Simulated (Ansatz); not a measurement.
# BaO (rocksalt type): the cost of one run

Program: Ansatz 0.2.0. Level of theory: DFT LDA, with the methods named in each step. These are calculated values, not measurements.

## 1. The structure to begin with

The structure is cubic, space group Fm-3m (No. 225). Conventional cell: a = 5.434 Å, b = 5.434 Å, c = 5.434 Å, α = 90.00°, β = 90.00°, γ = 90.00°. Ba (site symmetry m-3m) is surrounded by 6 O at 2.72 Å. O (site symmetry m-3m) is surrounded by 6 Ba at 2.72 Å.

As a file:

```
Ba O
1.0
     0.00000    2.71690    2.71690
     2.71690    0.00000    2.71690
     2.71690    2.71690    0.00000
Ba O
1 1
Direct
  0.00000 0.00000 0.00000
  0.50000 0.50000 0.50000
```

Whether this phase is the stable one at these pressures isn't tested.

Atoms are numbered in the order of the input: Ba1, O2.

## 2. The reference volume, LAPW

input.yaml

```yaml
crystal:
  lattice:
    - [0.0, 2.7169011125, 2.7169011125]
    - [2.7169011125, 0.0, 2.7169011125]
    - [2.7169011125, 2.7169011125, 0.0]
  atoms:
    - { symbol: Ba, position: [0.0, 0.0, 0.0] }
    - { symbol: O, position: [0.5, 0.5, 0.5] }
kpoints:
  mp_grid: { grid: [12, 12, 12] }
  band_path:
    path:
      - [0.0, 0.0, 0.0]
      - [0.5, 0.0, 0.5]
      - [0.625, 0.25, 0.625]
      - [0.375, 0.375, 0.75]
      - [0.0, 0.0, 0.0]
      - [0.5, 0.5, 0.5]
      - [0.5, 0.25, 0.75]
      - [0.5, 0.0, 0.5]
    npoints: 14
scf:
  occupations: { method: fermi_dirac, width: 0.08 }
hamiltonian:
  xc: lda
  pseudopotentials: { kind: all_electron, lapw: { basis_error: 0.001 } }
output:
  forces: true
  stress: true
  eigenvalues: true
  populations: true
  dos: { projected: true, de: 0.2, e_range: [-14, 8] }
```

Started as:

```console
$ ansatz run input.yaml --threads 1 --pin off --max-ram 2048MiB --backend cpu --events-out ev --progress --plain --runs-dir out
```

**Question.** How long does this run take on 1 thread of AMD EPYC 9R45 (Zen 5), shared host, and how much memory does it need?

About 6 s, with a peak of 0.38 GiB.
